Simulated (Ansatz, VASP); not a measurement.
One calculation of TiC3, two programs

```
Ti C
1.0
     0.00000    2.61025    2.61025
     2.61025    0.00000    2.61025
     2.61025    2.61025    0.00000
Ti C
1 3
Direct
  0.00000 0.00000 0.00000
  0.50000 0.50000 0.50000
  0.25000 0.25000 0.25000
  0.75000 0.75000 0.75000
```

Change from the starting cell: species swapped into the Li3Pb type (Fm-3m, No. 225).

Alike in both runs: task single point; functional PBE; k mesh 6 × 6 × 6; occupations gaussian, width 0.1 eV; collinear spin.

|  | VASP | Ansatz |
| --- | --- | --- |
| version | VASP 6.6.1 | Ansatz 0.2.0 |
| potentials or method | VASP PAW PBE potentials, release 64 (Ti_sv, C) | scalar-relativistic, plane waves, PAW |
| plane-wave cutoff (eV) | 520 | 420 |
| valence electrons in the cell | 24 | 24 |

VASP gave:

- gap on the k mesh at the Fermi level (eV): none
- pressure (GPa): -0.1
- net moment per atom (μB): 0.00

Task: Estimate Ansatz's values.

Result: gap on the k mesh at the Fermi level (eV): none; pressure (GPa): -0.3; net moment per atom (μB): 0.00.

A gap of «none» marks a metal or a gap that the smearing closes. Ansatz warned: «seeded_moment_not_kept».
